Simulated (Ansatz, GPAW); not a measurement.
# Geometry or basis: what sets the conductance of hydroquinonedithiol between two Pt chains

Wanted: T(E) of hydroquinonedithiol between two Pt chains at a relaxed geometry in two programs, beside the unrelaxed structure.

Calculated with GPAW 26.7.0 and Ansatz 0.2.0; Ansatz plane waves; relaxation of the junction with the lead ends held; PAW set soft_1, in the first sound run; inputs show where later runs differ.

**1. The structure**

The cell holds 30 atoms: 16 Pt, 2 S, 4 H, 6 C and 2 O. Its edges and angles: a = 12.537 Å, b = 9.000 Å, c = 45.067 Å, α = 90.0°, β = 90.0°, γ = 90.0°. Regions: left lead, 8 atoms (8 Pt); channel, 14 atoms (2 S, 4 H, 6 C and 2 O); right lead, 8 atoms (8 Pt). Vacuum lies along a and b. The structure is stacked along c, and the current runs across the ab planes.

**2. Relaxation**

Transmission follows bond lengths closely, so the atoms between the held lead ends are relaxed first, from a slightly shaken start that lets symmetry break.

Contents of input.yaml:

```yaml
crystal:
  lattice:
    - [12.5374058408, 0.0, 0.0]
    - [0.0, 9.0, 0.0]
    - [0.0, 0.0, 45.0669201095]
  atoms:
    - { symbol: Pt, position: [0.5, 0.5, 0.0266270692] }
    - { symbol: Pt, position: [0.5, 0.5, 0.0798812076] }
    - { symbol: Pt, position: [0.5, 0.5, 0.133135346] }
    - { symbol: Pt, position: [0.5, 0.5, 0.1863894843] }
    - { symbol: Pt, position: [0.5, 0.5, 0.2396436227] }
    - { symbol: Pt, position: [0.5, 0.5, 0.2928977611] }
    - { symbol: Pt, position: [0.5037678635, 0.5024776113, 0.3455062671] }
    - { symbol: Pt, position: [0.4994927074, 0.4990442336, 0.4009786452] }
    - { symbol: S, position: [0.3814830548, 0.5856673159, 0.4370488187] }
    - { symbol: H, position: [0.6120968892, 0.5819686526, 0.454260659] }
    - { symbol: C, position: [0.4504960816, 0.580699644, 0.4725255573] }
    - { symbol: C, position: [0.5612854723, 0.5851054118, 0.4750402254] }
    - { symbol: H, position: [0.2590129209, 0.5830479761, 0.4776464551] }
    - { symbol: O, position: [0.2768109261, 0.5827271102, 0.4978458967] }
    - { symbol: C, position: [0.3880412939, 0.5757432005, 0.498306161] }
    - { symbol: C, position: [0.6112069191, 0.5792439699, 0.5009387528] }
    - { symbol: O, position: [0.7178741377, 0.5811936741, 0.5010337742] }
    - { symbol: H, position: [0.7394949522, 0.5800889975, 0.5225430312] }
    - { symbol: C, position: [0.4437230051, 0.5815519638, 0.5274889247] }
    - { symbol: C, position: [0.5490178981, 0.5765514141, 0.5277190304] }
    - { symbol: H, position: [0.3905494538, 0.5832330367, 0.5462581991] }
    - { symbol: S, position: [0.6155010383, 0.5840424878, 0.5629738241] }
    - { symbol: Pt, position: [0.5016752088, 0.5014954649, 0.6007615222] }
    - { symbol: Pt, position: [0.5005290616, 0.4975907904, 0.6542082498] }
    - { symbol: Pt, position: [0.5, 0.5, 0.7071022389] }
    - { symbol: Pt, position: [0.5, 0.5, 0.7603563773] }
    - { symbol: Pt, position: [0.5, 0.5, 0.8136105157] }
    - { symbol: Pt, position: [0.5, 0.5, 0.866864654] }
    - { symbol: Pt, position: [0.5, 0.5, 0.9201187924] }
    - { symbol: Pt, position: [0.5, 0.5, 0.9733729308] }
kpoints:
  mp_grid: { grid: [1, 1, 2] }
hamiltonian:
  xc: pbe
  pseudopotentials: { kind: paw, azcp: { folder: soft_1 } }
scf:
  occupations: { method: fermi_dirac, width: 0.1 }
relax:
  f_tol: 0.03
  max_steps: 80
  constraints: [{ sites: [0, 1, 2, 3, 4, 5, 24, 25, 26, 27, 28, 29] }]
```

Run with:

```
$ ansatz run input.yaml --threads 4 --pin off --max-ram 8192MiB --backend cpu --events-out ev --progress --plain --runs-dir out
```

Numbers of over 12 decimals in the logs are rounded to 6 here.

Log:

```text
Engine: ansatz 0.2.0, aarch64-unknown-linux-gnu
Pseudopotentials: kind: paw
Pseudopotential: Pt, paw, valence charge 18, recommended cutoff 420 eV (normal), soft_1/Pt.paw.azcp
Pseudopotential: S, paw, valence charge 6, recommended cutoff 420 eV (normal), soft_1/S.paw.azcp
Pseudopotential: H, paw, valence charge 1, recommended cutoff 420 eV (normal), soft_1/H.paw.azcp
Pseudopotential: C, paw, valence charge 4, recommended cutoff 420 eV (normal), soft_1/C.paw.azcp
Pseudopotential: O, paw, valence charge 6, recommended cutoff 420 eV (normal), soft_1/O.paw.azcp
Functional definition: PBE
  parameter kappa = 0.804
  parameter beta = 0.066725
  exchange = pbe_x(kappa = kappa, mu = beta*pi^2/3)
  correlation = pbe_c(beta = beta)
Crystal: 30 atoms, lattice volume = 5085.200 Å³
Basis set: ecut = 420 eV, 99377 PW (Γ), exchange–correlation on 180×128×640 points (8 copies of the dense FFT grid, shifted against one another)
Bands: 204, of which v1, the nominal top of the filled ones, is band 170 counted from 1 (169 counted from 0)
Symmetry: 1 space group operations
Space group: P1 (ITA 1), of the structure as read, at distance tolerance 1.7e-4 Å
k-points: 2
Non-local potential: Pt, projectors of the file, l = 0: 3, l = 1: 2, l = 2: 2, l = 3: 1
Non-local potential: S, projectors of the file, l = 0: 2, l = 1: 2, l = 2: 1
Non-local potential: H, projectors of the file, l = 0: 2, l = 1: 1
Non-local potential: C, projectors of the file, l = 0: 2, l = 1: 2, l = 2: 1
Non-local potential: O, projectors of the file, l = 0: 2, l = 1: 2, l = 2: 1
PAW form: soft (Blöchl's): semilocal exchange-correlation on the pseudo side does not see the compensation charge
PAW one-centre angular grid: Pt, 590 points (default); XC on 64 Gauss nodes
PAW one-centre angular grid: S, 110 points (default); XC on 64 Gauss nodes
PAW one-centre angular grid: H, 110 points (default); XC on 64 Gauss nodes
PAW one-centre angular grid: C, 110 points (default); XC on 64 Gauss nodes
PAW one-centre angular grid: O, 110 points (default); XC on 64 Gauss nodes
Initial density: superposition of atomic densities (neutral atoms: chi_scale 0, normalization atom)
Initial wavefunctions: pseudopotential atomic-orbital guess
Functional: x = pbe(κ = 0.804, μ = 0.219515), c = pbe(β = 0.066725)
SCF iter   1: F=—  HF=-204872.567682 eV  |F-HF|=—  |Δ(HF+E_count)|=         —  Δρ=2.93e-2  dr2=5.69e1  ethr=3.10e-3  ⟨swp⟩=7.0  Hψ=1874  notcnv=0  defer=6
preconditioner: auto → LDOS  [metal: Δε(μ)=0.121 eV  Ē_g=5.544 eV  σ=0.100 eV  W_gap=0.29  n_scr=458 (ndim 8)  ℏωp=7.4 eV  f_vac=0.802  D(μ)=25.43/eV (n_scr^D=72)  β→1.0]
SCF iter   2: F=—  HF=-204863.837133 eV  |F-HF|=—  |Δ(HF+E_count)|=    8.73e0  Δρ=2.25e-2  dr2=2.31e1  ethr=3.10e-3  ⟨swp⟩=5.0  Hψ=1185  notcnv=0  defer=15
SCF iter   3: F=—  HF=-204860.077005 eV  |F-HF|=—  |Δ(HF+E_count)|=    3.76e0  Δρ=5.10e-3  dr2=4.54e0  ethr=3.10e-3  ⟨swp⟩=3.0  Hψ=951  notcnv=0  defer=30
SCF iter   4: F=—  HF=-204859.805507 eV  |F-HF|=—  |Δ(HF+E_count)|=   2.71e-1  Δρ=3.02e-3  dr2=4.87e-1  ethr=1.34e-3  ⟨swp⟩=3.0  Hψ=728  notcnv=0  defer=25
SCF iter   5: F=—  HF=-204859.719648 eV  |F-HF|=—  |Δ(HF+E_count)|=   8.59e-2  Δρ=8.11e-4  dr2=8.50e-2  ethr=1.43e-4  ⟨swp⟩=3.0  Hψ=647  notcnv=0  defer=25
SCF iter   6: F=—  HF=-204859.713278 eV  |F-HF|=—  |Δ(HF+E_count)|=   6.37e-3  Δρ=3.19e-4  dr2=2.14e-2  ethr=2.50e-5  ⟨swp⟩=3.0  Hψ=758  notcnv=0  defer=20
SCF iter   7: F=—  HF=-204859.715004 eV  |F-HF|=—  |Δ(HF+E_count)|=   1.73e-3  Δρ=1.86e-4  dr2=4.76e-3  ethr=6.30e-6  ⟨swp⟩=2.0  Hψ=445  notcnv=0  defer=20
SCF iter   8: F=—  HF=-204859.715098 eV  |F-HF|=—  |Δ(HF+E_count)|=   9.48e-5  Δρ=6.25e-5  dr2=5.03e-4  ethr=1.40e-6  ⟨swp⟩=2.0  Hψ=542  notcnv=0  defer=20
SCF iter   9: F=—  HF=-204859.715166 eV  |F-HF|=—  |Δ(HF+E_count)|=   6.75e-5  Δρ=2.57e-5  dr2=8.36e-5  ethr=1.48e-7  ⟨swp⟩=2.5  Hψ=590  notcnv=0  defer=20
SCF iter  10: F=-204859.715179 eV  HF=-204859.715178 eV  |F-HF|=1.05e-6  |Δ(HF+E_count)|=   1.26e-5  Δρ=1.07e-5  dr2=1.43e-5  ethr=6.62e-9  ⟨swp⟩=5.0  Hψ=1296  notcnv=0
SCF 1 converged in 10 iterations: F = -204859.715179 eV  dr2 = 1.43e-5
  greatest PAW one-centre occupation: 1.000 electrons in one spin orbital (limit 2), on the Pt atom at site 23 (counted from 0), in its partial waves of l = 0
relax step   1: F+E_penalty+E_count = -204859.71517946 eV  Δ(F+E_penalty+E_count) = +0.000e0 eV  max|allowed force component| = 4.930e0 eV/Å  Δτ_max = 0.0000 Å  (10 SCF iters, dr2 threshold 2.25e-5 eV, accepted)
Initial density: handed on by an earlier stage of this run
Initial wavefunctions: those handed on with the density
iter 1 solved again at ethr=5.67e-4 eV; its pass at ethr=3.10e-3 eV (dr2=1.93e0 eV) is discarded
SCF iter   1: F=—  HF=-204860.791921 eV  |F-HF|=—  |Δ(HF+E_count)|=         —  Δρ=6.38e-3  dr2=1.91e0  ethr=5.67e-4  ⟨swp⟩=1.0  Hψ=1644  notcnv=0  defer=30
preconditioner: auto → LDOS  [metal: Δε(μ)=0.075 eV  Ē_g=5.851 eV  σ=0.100 eV  W_gap=0.18  n_scr=458 (ndim 8)  ℏωp=7.5 eV  f_vac=0.811  D(μ)=30.52/eV (n_scr^D=108)  β→1.0]
SCF iter   2: F=—  HF=-204860.692876 eV  |F-HF|=—  |Δ(HF+E_count)|=   9.90e-2  Δρ=2.36e-3  dr2=4.44e-1  ethr=5.61e-4  ⟨swp⟩=3.0  Hψ=747  notcnv=0  defer=30
SCF iter   3: F=—  HF=-204860.608010 eV  |F-HF|=—  |Δ(HF+E_count)|=   8.49e-2  Δρ=9.21e-4  dr2=7.95e-2  ethr=1.31e-4  ⟨swp⟩=3.0  Hψ=658  notcnv=0  defer=30
SCF iter   4: F=—  HF=-204860.594558 eV  |F-HF|=—  |Δ(HF+E_count)|=   1.35e-2  Δρ=2.11e-4  dr2=4.42e-3  ethr=2.34e-5  ⟨swp⟩=2.0  Hψ=650  notcnv=0  defer=30
SCF iter   5: F=—  HF=-204860.594151 eV  |F-HF|=—  |Δ(HF+E_count)|=   4.07e-4  Δρ=8.88e-5  dr2=1.09e-3  ethr=1.30e-6  ⟨swp⟩=2.0  Hψ=585  notcnv=0  defer=30
SCF iter   6: F=—  HF=-204860.594220 eV  |F-HF|=—  |Δ(HF+E_count)|=   6.88e-5  Δρ=4.47e-5  dr2=2.86e-4  ethr=3.21e-7  ⟨swp⟩=2.0  Hψ=468  notcnv=0  defer=30
SCF iter   7: F=-204860.594231 eV  HF=-204860.594245 eV  |F-HF|=1.31e-5  |Δ(HF+E_count)|=   2.46e-5  Δρ=1.74e-5  dr2=3.52e-5  ethr=2.94e-8  ⟨swp⟩=3.0  Hψ=1410  notcnv=0
SCF 2 converged in 7 iterations: F = -204860.594231 eV  dr2 = 3.52e-5
  greatest PAW one-centre occupation: 1.000 electrons in one spin orbital (limit 2), on the Pt atom at site 6 (counted from 0), in its partial waves of l = 0
relax step   2: F+E_penalty+E_count = -204860.59423139 eV  Δ(F+E_penalty+E_count) = -8.791e-1 eV  max|allowed force component| = 2.449e0 eV/Å  Δτ_max = 0.1931 Å  (7 SCF iters, dr2 threshold 1.00e-4 eV, accepted)
SCF iter   1: F=—  HF=-204861.086789 eV  |F-HF|=—  |Δ(HF+E_count)|=         —  Δρ=3.82e-3  dr2=5.69e-1  ethr=2.50e-3  ⟨swp⟩=3.0  Hψ=847  notcnv=0  defer=27
[...]
relax step   8: F+E_penalty+E_count = -204861.62082533 eV  Δ(F+E_penalty+E_count) = -1.203e-2 eV  max|allowed force component| = 2.427e-1 eV/Å  Δτ_max = 0.1203 Å  (11 SCF iters, accepted)
relax step   9: F+E_penalty+E_count = -204861.62926125 eV  Δ(F+E_penalty+E_count) = -8.436e-3 eV  max|allowed force component| = 4.844e-2 eV/Å  Δτ_max = 0.0640 Å  (7 SCF iters, dr2 threshold 8.21e-6 eV, accepted)
relax step  10: F+E_penalty+E_count = -204861.63182652 eV  Δ(F+E_penalty+E_count) = -2.565e-3 eV  max|allowed force component| = 7.671e-3 eV/Å  Δτ_max = 0.0430 Å  (9 SCF iters, accepted)
relax step  11: F+E_penalty+E_count = -204861.63444572 eV  Δ(F+E_penalty+E_count) = -2.619e-3 eV  max|allowed force component| = 3.518e-2 eV/Å  Δτ_max = 0.0865 Å  (9 SCF iters, accepted)
relax step  12: F+E_penalty+E_count = -204861.63769470 eV  Δ(F+E_penalty+E_count) = -3.249e-3 eV  max|allowed force component| = 5.700e-2 eV/Å  Δτ_max = 0.1722 Å  (10 SCF iters, accepted)
relax step  13: F+E_penalty+E_count = -204861.63924005 eV  Δ(F+E_penalty+E_count) = -1.545e-3 eV  max|allowed force component| = 6.619e-2 eV/Å  Δτ_max = 0.0892 Å  (7 SCF iters, dr2 threshold 3.25e-6 eV, accepted)
relax step  14: F+E_penalty+E_count = -204861.64020931 eV  Δ(F+E_penalty+E_count) = -9.693e-4 eV  max|allowed force component| = 6.175e-2 eV/Å  Δτ_max = 0.1199 Å  (8 SCF iters, dr2 threshold 4.38e-6 eV, accepted)
relax step  15: F+E_penalty+E_count = -204861.64090416 eV  Δ(F+E_penalty+E_count) = -6.949e-4 eV  max|allowed force component| = 4.095e-2 eV/Å  Δτ_max = 0.0348 Å  (7 SCF iters, dr2 threshold 3.32e-6 eV, accepted)
SCF iter   1: F=—  HF=-204861.641359 eV  |F-HF|=—  |Δ(HF+E_count)|=         —  Δρ=4.74e-4  dr2=7.52e-3  ethr=2.11e-5  ⟨swp⟩=2.0  Hψ=737  notcnv=0  defer=27
preconditioner: auto → LDOS  [metal: Δε(μ)=0.127 eV  Ē_g=5.965 eV  σ=0.100 eV  W_gap=0.30  n_scr=458 (ndim 8)  ℏωp=7.5 eV  f_vac=0.811  D(μ)=31.37/eV (n_scr^D=108)  β→1.0]
SCF iter   2: F=—  HF=-204861.640952 eV  |F-HF|=—  |Δ(HF+E_count)|=   4.07e-4  Δρ=1.99e-4  dr2=3.58e-3  ethr=2.21e-6  ⟨swp⟩=3.0  Hψ=872  notcnv=0  defer=27
SCF iter   3: F=—  HF=-204861.639759 eV  |F-HF|=—  |Δ(HF+E_count)|=   1.19e-3  Δρ=4.03e-5  dr2=9.83e-5  ethr=1.05e-6  ⟨swp⟩=3.0  Hψ=776  notcnv=0  defer=27
SCF iter   4: F=—  HF=-204861.641234 eV  |F-HF|=—  |Δ(HF+E_count)|=   1.48e-3  Δρ=1.44e-5  dr2=2.14e-5  ethr=2.89e-8  ⟨swp⟩=2.0  Hψ=631  notcnv=0  defer=27
SCF iter   5: F=—  HF=-204861.641234 eV  |F-HF|=—  |Δ(HF+E_count)|=   3.66e-7  Δρ=6.64e-6  dr2=5.34e-6  ethr=6.30e-9  ⟨swp⟩=2.0  Hψ=578  notcnv=0  defer=27
SCF iter   6: F=—  HF=-204861.641236 eV  |F-HF|=—  |Δ(HF+E_count)|=   2.28e-6  Δρ=3.87e-6  dr2=1.69e-6  ethr=1.57e-9  ⟨swp⟩=2.0  Hψ=510  notcnv=0  defer=27
SCF iter   7: F=—  HF=-204861.641237 eV  |F-HF|=—  |Δ(HF+E_count)|=   3.15e-7  Δρ=1.34e-6  dr2=1.68e-7  ethr=4.98e-10  ⟨swp⟩=2.0  Hψ=573  notcnv=0  defer=27
SCF iter   8: F=-204861.641237 eV  HF=-204861.641237 eV  |F-HF|=3.63e-8  |Δ(HF+E_count)|=   2.14e-7  Δρ=5.55e-7  dr2=3.27e-8  ethr=2.94e-11  ⟨swp⟩=5.0  Hψ=1256  notcnv=0
SCF 16 converged in 8 iterations: F = -204861.641237 eV  dr2 = 3.27e-8
relax step  16: F+E_penalty+E_count = -204861.64123692 eV  Δ(F+E_penalty+E_count) = -3.328e-4 eV  max|allowed force component| = 1.513e-2 eV/Å  Δτ_max = 0.0120 Å  (8 SCF iters, accepted)
SCF converged after 8 iterations
Free energy (F): -204861.641237 eV
Harris-Foulkes:  -204861.641237 eV  (|F-HF|=3.63e-8)
Internal energy: -204860.586674 eV  (E = F + TS)
E sigma→0 (E₀):  -204861.113955 eV
Entropy (-TS):   -1.054563 eV (-35.152 meV/atom)
Fermi energy:    -4.261428 eV
--- Per-component energies (eV) ---
  E_band       = -10245.961507
  E_kinetic    = 10656.831475
  E_local      = -116829.847690  (includes V_loc(G=0)·N_el)
  E_nonlocal   = 3599.733464
  E_hartree    = 51305.420029
  E_xc         = -4301.593939
  E_vxc        = -5004.608422  (∫ρ·V_xc dr)
  E_paw        = -153905.866080  (= ΣΔE_a)
  E_vpaw       = -5278.924697  (= ΣTr[D̂ρ^β])
  E_aug_tail   = 0.015343  (compensation charges beyond the density's cutoff)
  E_ewald      = 4614.720724
  E_smearing   = -1.054563  (= −TS)
  E_closure    = 0.000000  (closes the sum)
  Σ components = -204861.641237   (vs F -204861.641237, Δ=0.00e0)
--- Forces (eV/Å), atoms counted from 1 ---
  atom   1  Pt     0.05263320    -0.00495424    -0.00107833
  atom   2  Pt     0.08535200    -0.00214406    -0.04748948
  atom   3  Pt    -0.02397847     0.00345587     0.00299478
  atom   4  Pt    -0.09034011     0.01367189     0.07402646
  atom   5  Pt    -0.17110096     0.01771739     0.06705936
  atom   6  Pt     0.24790381    -0.02527642    -0.11432676
  atom   7  Pt     0.00911080    -0.00339923    -0.01137656
  atom   8  Pt    -0.01039586     0.00277174     0.01304096
  atom   9  S      0.00668853    -0.00277074    -0.00302813
  atom  10  H     -0.00084678     0.00300801     0.00197548
  atom  11  C      0.00106013     0.00245031    -0.00825766
  atom  12  C      0.00168947    -0.00149369    -0.00228339
  atom  13  H      0.00117608    -0.00240903     0.00196916
  atom  14  O      0.00571470     0.00280847    -0.00320681
  atom  15  C     -0.00298290    -0.00178024    -0.00212092
  atom  16  C      0.01015908    -0.00332978     0.00097568
  atom  17  O     -0.00845346     0.00333508    -0.00056851
  atom  18  H     -0.00221940    -0.00220420    -0.00062487
  atom  19  C     -0.00442061    -0.00202508     0.00144881
  atom  20  C     -0.00509832     0.00303105     0.01356266
  atom  21  H      0.00315863     0.00258550    -0.00250443
  atom  22  S      0.00072885    -0.00123054     0.00143407
  atom  23  Pt    -0.00188675     0.00176214    -0.00636407
  atom  24  Pt    -0.00345727    -0.00545077     0.01512630
  atom  25  Pt    -0.24662036    -0.02840336     0.10556510
  atom  26  Pt     0.17049891     0.02044194    -0.06721949
  atom  27  Pt     0.08998656     0.01569698    -0.07394758
  atom  28  Pt     0.02346013     0.00429537    -0.00340962
  atom  29  Pt    -0.08534283    -0.00391542     0.04723557
  atom  30  Pt    -0.05215320    -0.00611301     0.00140368
  max |Σ_I F_I| component: 1.32e-4 eV/Å
--- Relaxed structure (16 steps of the walk, 16 accepted, 0 SCFs on fresh bases) ---
  F+E_penalty+E_count = -204861.64123692 eV   max|allowed force component| = 1.513e-2 eV/Å
  atoms:
    - { symbol: Pt, position: [0.5, 0.5, 0.0266270692] }
    - { symbol: Pt, position: [0.5, 0.5, 0.0798812076] }
    - { symbol: Pt, position: [0.5, 0.5, 0.133135346] }
    - { symbol: Pt, position: [0.5, 0.5, 0.186389] }
    - { symbol: Pt, position: [0.5, 0.5, 0.2396436227] }
    - { symbol: Pt, position: [0.5, 0.5, 0.2928977611] }
    - { symbol: Pt, position: [0.415344, 0.516182, 0.340490] }
    - { symbol: Pt, position: [0.478488, 0.505391, 0.391497] }
    - { symbol: S, position: [0.401266, 0.509003, 0.435192] }
    - { symbol: H, position: [0.630606, 0.506676, 0.457967] }
    - { symbol: C, position: [0.462813, 0.508711, 0.469734] }
    - { symbol: C, position: [0.572788, 0.507490, 0.476014] }
    - { symbol: H, position: [0.269004, 0.511588, 0.469400] }
    - { symbol: O, position: [0.282982, 0.511214, 0.490893] }
    - { symbol: C, position: [0.389463, 0.509777, 0.494913] }
    - { symbol: C, position: [0.610398, 0.507414, 0.504993] }
    - { symbol: O, position: [0.716887, 0.506528, 0.509016] }
    - { symbol: H, position: [0.730865, 0.506666, 0.530509] }
    - { symbol: C, position: [0.427076, 0.509164, 0.523892] }
    - { symbol: C, position: [0.537053, 0.508019, 0.530170] }
    - { symbol: H, position: [0.369244, 0.509708, 0.541938] }
    - { symbol: S, position: [0.598615, 0.506922, 0.564709] }
    - { symbol: Pt, position: [0.521570, 0.504922, 0.608427] }
    - { symbol: Pt, position: [0.584218, 0.518159, 0.659462] }
    - { symbol: Pt, position: [0.5, 0.5, 0.7071022389] }
    - { symbol: Pt, position: [0.5, 0.5, 0.7603563773] }
    - { symbol: Pt, position: [0.5, 0.5, 0.8136105157] }
    - { symbol: Pt, position: [0.5, 0.5, 0.866864654] }
    - { symbol: Pt, position: [0.5, 0.5, 0.920119] }
    - { symbol: Pt, position: [0.5, 0.5, 0.9733729308] }
```

Elapsed: 11 min, on 4 threads of Arm Neoverse V1, shared host; peak memory 5.9 GiB; 44 min of CPU time.

Step by step:

| step | energy less that of the first step (eV) | largest force component (eV/Å) |
| --- | --- | --- |
| 1 | 0.0000 | 4.9296 |
| 2 | -0.8791 | 2.4487 |
| 3 | -1.2499 | 0.6740 |
| 4 | -1.4637 | 0.3550 |
| 5 | -1.6423 | 0.2027 |
| 6 | -1.7962 | 0.1983 |
| 7 | -1.8936 | 0.0740 |
| 8 | -1.9056 | 0.2427 |
| 9 | -1.9141 | 0.0484 |
| 10 | -1.9166 | 0.0077 |
| 11 | -1.9193 | 0.0352 |
| 12 | -1.9225 | 0.0570 |
| 13 | -1.9241 | 0.0662 |
| 14 | -1.9250 | 0.0617 |
| 15 | -1.9257 | 0.0410 |
| 16 | -1.9261 | 0.0151 |

The atoms that moved most (Å):

| atom | dx | dy | dz | length |
| --- | --- | --- | --- | --- |
| Pt7 | -1.109 | 0.123 | -0.226 | 1.138 |
| Pt24 | 1.049 | 0.185 | 0.237 | 1.091 |
| O17 | -0.012 | -0.672 | 0.360 | 0.762 |
| H18 | -0.108 | -0.661 | 0.359 | 0.760 |
| H13 | 0.125 | -0.643 | -0.372 | 0.753 |
| H21 | -0.267 | -0.662 | -0.195 | 0.740 |
| S9 | 0.248 | -0.690 | -0.084 | 0.738 |
| H10 | 0.232 | -0.678 | 0.167 | 0.735 |

Final coordinates:

```cif
data_structure
_symmetry_space_group_name_H-M 'P 1'
_symmetry_Int_Tables_number 1
_cell_length_a 12.5374
_cell_length_b 9.0000
_cell_length_c 45.0669
_cell_angle_alpha 90.000
_cell_angle_beta 90.000
_cell_angle_gamma 90.000
_cell_volume 5085.20
loop_
_atom_site_label
_atom_site_type_symbol
_atom_site_fract_x
_atom_site_fract_y
_atom_site_fract_z
_atom_site_occupancy
Pt1 Pt 0.50000 0.50000 0.02663 1
Pt2 Pt 0.50000 0.50000 0.07988 1
Pt3 Pt 0.50000 0.50000 0.13314 1
Pt4 Pt 0.50000 0.50000 0.18639 1
Pt5 Pt 0.50000 0.50000 0.23964 1
Pt6 Pt 0.50000 0.50000 0.29290 1
Pt7 Pt 0.41534 0.51618 0.34049 1
Pt8 Pt 0.47849 0.50539 0.39150 1
S9 S 0.40127 0.50900 0.43519 1
H10 H 0.63061 0.50668 0.45797 1
C11 C 0.46281 0.50871 0.46973 1
C12 C 0.57279 0.50749 0.47601 1
H13 H 0.26900 0.51159 0.46940 1
O14 O 0.28298 0.51121 0.49089 1
C15 C 0.38946 0.50978 0.49491 1
C16 C 0.61040 0.50741 0.50499 1
O17 O 0.71689 0.50653 0.50902 1
H18 H 0.73087 0.50667 0.53051 1
C19 C 0.42708 0.50916 0.52389 1
C20 C 0.53705 0.50802 0.53017 1
H21 H 0.36924 0.50971 0.54194 1
S22 S 0.59861 0.50692 0.56471 1
Pt23 Pt 0.52157 0.50492 0.60843 1
Pt24 Pt 0.58422 0.51816 0.65946 1
Pt25 Pt 0.50000 0.50000 0.70710 1
Pt26 Pt 0.50000 0.50000 0.76036 1
Pt27 Pt 0.50000 0.50000 0.81361 1
Pt28 Pt 0.50000 0.50000 0.86686 1
Pt29 Pt 0.50000 0.50000 0.92012 1
Pt30 Pt 0.50000 0.50000 0.97337 1
```

This step gave:

```
free energy         : -204861.6412 eV
smearing term TS    : 1.055 eV
symmetry operations : 1
```

The relaxation lowered the energy of the cell by 1.93 eV.

(Part 1 of 5 ends here.)

[Logs are printed without paths, hosts, clocks, repeated set-up lines and the standing remarks that a program may print on its own settings, such as how far it seeks lower states.]

[Hosts, paths, dates, database ids (printed as entryN), source tags and the programs' standing remarks are cut or masked in the printed files.]
